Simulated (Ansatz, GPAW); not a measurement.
Given: the input of a run of GPAW 26.7.0 (ASE script) on WC (Qusongite). 

File run.py:

```python
from ase import Atoms
from ase.dft.bandgap import bandgap
from ase.io import write
from ase.units import GPa
from gpaw import GPAW, PW

atoms = Atoms(['W', 'C'],
              cell=[[2.9065, 0.0, 0.0],
                    [-1.45325, 2.5171028361, 0.0],
                    [0.0, 0.0, 2.8366]],
              scaled_positions=[[0.0, 0.0, 0.0],
                                [0.6666666667, 0.3333333333, 0.5]],
              pbc=True)

calc = GPAW(mode=PW(800),
            xc='PBE',
            kpts={'size': (10, 10, 9), 'gamma': True},
            occupations={'name': 'methfessel-paxton', 'order': 0, 'width': 0.026000000000000002},
            nbands=19,
            convergence={'density': 1e-05, 'energy': 1e-05},
            maxiter=150,
            txt='gpaw.txt')
atoms.calc = calc
energy = atoms.get_potential_energy()
forces = atoms.get_forces()
stress = atoms.get_stress()
calc.write('gs.gpw')
write('result.traj', atoms)
print(f'Energy: {energy:.6f} eV')
print('Forces (eV/A):')
print(forces.round(4))
print('Stress (GPa):', (stress / GPa).round(3))
print('Fermi level:', round(calc.get_fermi_level(), 4), 'eV')
print(f'Gap: {bandgap(calc)[0]:.4f} eV, direct: {bandgap(calc, direct=True)[0]:.4f} eV')
```

Potentials or basis: GPAW PAW data sets (gpaw-data 1.2.1), pw.

The run is started by

```sh
$ OMP_NUM_THREADS=1 python run.py
```

Q: Translate it to Ansatz 0.2.0. Potentials or basis there: all-electron LAPW, scalar-relativistic.

A: As run (cutoffs and basis follow the program's own potentials, and thresholds, step limits or extra output files can differ):

File input.yaml:

```yaml
crystal:
  lattice:
    - [2.9065, 0.0, 0.0]
    - [-1.45325, 2.5171028361, 0.0]
    - [0.0, 0.0, 2.8366]
  atoms:
    - { symbol: W, position: [0.0, 0.0, 0.0] }
    - { symbol: C, position: [0.6666666667, 0.3333333333, 0.5] }
kpoints:
  mp_grid: { grid: [10, 10, 9] }
scf:
  occupations: { method: gaussian, width: 0.026 }
hamiltonian:
  xc: pbe
  pseudopotentials: { kind: all_electron, lapw: { basis_error: 0.001 } }
output:
  forces: true
  stress: true
  eigenvalues: true
```

Potentials or basis: all-electron LAPW, scalar-relativistic.

Launch:

```sh
$ ansatz run input.yaml --threads 1 --pin off --max-ram 3072MiB --backend cpu --events-out ev --progress --plain --runs-dir out
```

Both were run:

|  | GPAW | Ansatz |
| --- | --- | --- |
| Pressure | 5.4 GPa | 5.7 GPa |

Where Ansatz's input types no cutoff or centring, it takes its own default and a Γ-centred mesh.

Pressure is positive in compression.
